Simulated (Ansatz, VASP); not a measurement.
Two plane-wave programs on SrO

The input INCAR:

```
SYSTEM = SrO
PREC = Accurate ; ENCUT = 520
EDIFF = 1E-6 ; ISMEAR = 0
SIGMA = 0.1 ; LREAL = .FALSE.
LASPH = .TRUE. ; NELM = 100
ALGO = Normal ; ISIF = 2
LWAVE = .FALSE. ; LCHARG = .TRUE.
GGA = PS ; LELF = .TRUE.
LVHAR = .TRUE. ; NBANDS = 24
```

The input KPOINTS:

```
Automatic mesh
0
G
  3 3 2
  0 0 0
```

The input POSCAR:

```
SrO
1.0
    4.2754662656      0.0000000000      0.0000000000
   -2.1377331328      3.7026623990      0.0000000000
    0.0000000000      0.0000000000      5.1555949900
Sr O
2 2
Direct
    0.3333333333      0.6666666667      0.9381277000
    0.6666666667      0.3333333333      0.4381277000
    0.3333333333      0.6666666667      0.4368723000
    0.6666666667      0.3333333333      0.9368723000
```

Input for Ansatz:

```yaml
crystal:
  lattice:
    - [4.2754662656, 0.0, 0.0]
    - [-2.1377331328, 3.702662399, 0.0]
    - [0.0, 0.0, 5.15559499]
  atoms:
    - { symbol: Sr, position: [0.3333333333, 0.6666666667, 0.9381277] }
    - { symbol: Sr, position: [0.6666666667, 0.3333333333, 0.4381277] }
    - { symbol: O, position: [0.3333333333, 0.6666666667, 0.4368723] }
    - { symbol: O, position: [0.6666666667, 0.3333333333, 0.9368723] }
basis:
  ecutwfc: 420
kpoints:
  mp_grid: { grid: [3, 3, 2] }
hamiltonian:
  xc: pbesol
scf:
  occupations: { method: gaussian, width: 0.1 }
  mixing: { beta: 0.7, q_tf: 0.85 }
  eigensolver: { kind: davidson, full_accuracy: true }
  max_iter: 80
  convergence: { dr2_threshold: "1e-11 eV" }
output:
  forces: true
  stress: true
  eigenvalues: true
```

Alike in both runs: task single point; functional PBEsol; k mesh 3 × 3 × 2; occupations gaussian, width 0.1 eV; no spin polarisation.

|  | VASP | Ansatz |
| --- | --- | --- |
| version | VASP 6.6.1 | Ansatz 0.2.0 |
| potentials or method | VASP PAW PBE potentials, release 64 (Sr_sv, O) | scalar-relativistic, plane waves, PAW |
| plane-wave cutoff (eV) | 520 | 420 |
| valence electrons in the cell | 32 | 32 |

Ansatz gave:

| Quantity | Value |
| --- | --- |
| gap on the k mesh at the Fermi level (eV) | 2.50 |
| least direct gap on the mesh (eV) | 2.50 |
| pressure (GPa) | -1.7 |
| largest component of the traceless stress (GPa) | 0.61 |
| rms of the force components (eV/Å) | 0.007 |

What did VASP give for the same quantities?

gap on the k mesh at the Fermi level (eV): 2.48; least direct gap on the mesh (eV): 2.48; pressure (GPa): -1.2; largest component of the traceless stress (GPa): 0.65; rms of the force components (eV/Å): 0.007.

Atom by atom the forces differ by 0.001 eV/Å (rms over components).

Caveats: the k mesh is coarse (spacing up to 0.61 Å⁻¹), so the values aren't converged; the PAW data sets were made with another functional, which shifts forces and pressure a little (VASP). A hybrid or GW would open this gap; PBEsol tends to underestimate it.
